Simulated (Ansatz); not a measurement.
Rough cost of magnetic runs on MnSb (I4/mmm) in Ansatz 0.2.0, 3 threads of Intel(R) Xeon(R) 6975P-C (Granite Rapids), on a shared host.

```
CELL_PARAMETERS angstrom
0.00000 2.76748 2.85092
2.76748 0.00000 2.85092
2.76748 2.76748 0.00000
ATOMIC_POSITIONS crystal
Mn 0.00000 0.00000 0.00000
Sb 0.50000 0.50000 0.50000
```

| run | functional, mesh | k points solved | bands | iterations | wall time (s) | peak memory (GiB) |
| --- | --- | --- | --- | --- | --- | --- |
| LAPW: stretched by 2 % along z at fixed volume; collinear moments without spin–orbit coupling | PBE, 9×9×9 | 75 | 26 | 14 | 13 | 0.77 |
| PAW: stretched by 2 % along z at fixed volume; spin–orbit coupling, moments along [100] | PBE, 9×9×9 | 125 | 38 | 13 | 12 | 0.77 |
| PAW: stretched by 2 % along z at fixed volume; collinear moments without spin–orbit coupling | PBE, 9×9×9 | 75 | 21 | 10 | 1.9 | 0.46 |
| PAW: stretched by 2 % along z at fixed volume; spin–orbit coupling, moments along [001] | PBE, 9×9×9 | 75 | 38 | 13 | 7.4 | 0.68 |

Task: Roughly how much dearer is an iteration by LAPW than by PAW among the runs with the first row's mesh and spin treatment (collinear)?

Result: About 5 times (medians of wall time over iterations; times from a shared host are rough).
